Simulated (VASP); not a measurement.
Set up this calculation in VASP 6.6.1, as the native input.

| Property | Result |
| --- | --- |
| Task | relaxation of cell and atoms |
| Functional | PBE |
| Potentials or basis | VASP PAW PBE potentials, release 64 (Ba_sv, Ti_sv, O) |
| Cutoff | 600 eV |
| k mesh | 8 × 8 × 8 |
| Occupations | gaussian, width 0.02 eV |
| Spin | no spin polarisation |
| Further INCAR settings | ALGO = Normal; EDIFF = 1e-07; IBRION = 2; EDIFFG = -0.004; NSW = 80; ISIF = 3 |

The structure of BaTiO3 lies in POSCAR:

```
BaTiO3
1.0
    4.0354200000      0.0000000000      0.0000000000
    0.0000000000      4.0354200000      0.0000000000
    0.0000000000      0.0000000000      4.0354200000
Ba Ti O
1 1 3
Direct
    0.0000000000      0.0000000000      0.0000000000
    0.5000000000      0.5000000000      0.5000000000
    0.5000000000      0.5000000000      0.0000000000
    0.0000000000      0.5000000000      0.5000000000
    0.5000000000      0.0000000000      0.5000000000
```

One way to write it, as run:

INCAR

```
PREC = Accurate
ENCUT = 600
EDIFF = 1E-7
ISMEAR = 0
SIGMA = 0.02
LREAL = False
LASPH = True
NELM = 80
ALGO = Normal
ISIF = 3
LWAVE = False
LCHARG = False
GGA = PE
IBRION = 2
NSW = 80
EDIFFG = -0.004
```

KPOINTS

```
Automatic mesh
0
Gamma
  8 8 8
```

Potentials or basis: VASP PAW PBE potentials, release 64 (Ba_sv, Ti_sv, O).

Command:

```bash
$ cat potpaw_PBE.64/Ba_sv/POTCAR potpaw_PBE.64/Ti_sv/POTCAR potpaw_PBE.64/O/POTCAR > POTCAR
$ mpirun -np 1 vasp_std > vasp.out
```

It gave:

```json
{"Relaxed volume": "13.11 Å³/atom", "Relaxed cell": "a = 4.032 Å, b = 4.032 Å, c = 4.032 Å, α = 90.00°, β = 90.00°, γ = 90.00°", "Space group after relaxing (to 0.05 Å)": "Pm-3m (No. 221)", "Energy gained by relaxing": "0.0 meV/atom", "Ionic steps": "3", "Pressure after relaxing": "0.0 GPa", "Band gap on the k mesh": "1.70 eV, indirect (least direct gap 1.87 eV)"}
```

Caveat: spin-orbit coupling is left out, which moves the levels of the heavy elements.

Run time: 100 s on 1 thread of Intel(R) Xeon(R) Platinum 8259CL CPU @ 2.50GHz (Skylake/Cascade Lake), with other jobs on the host, peak memory 0.23 GiB.
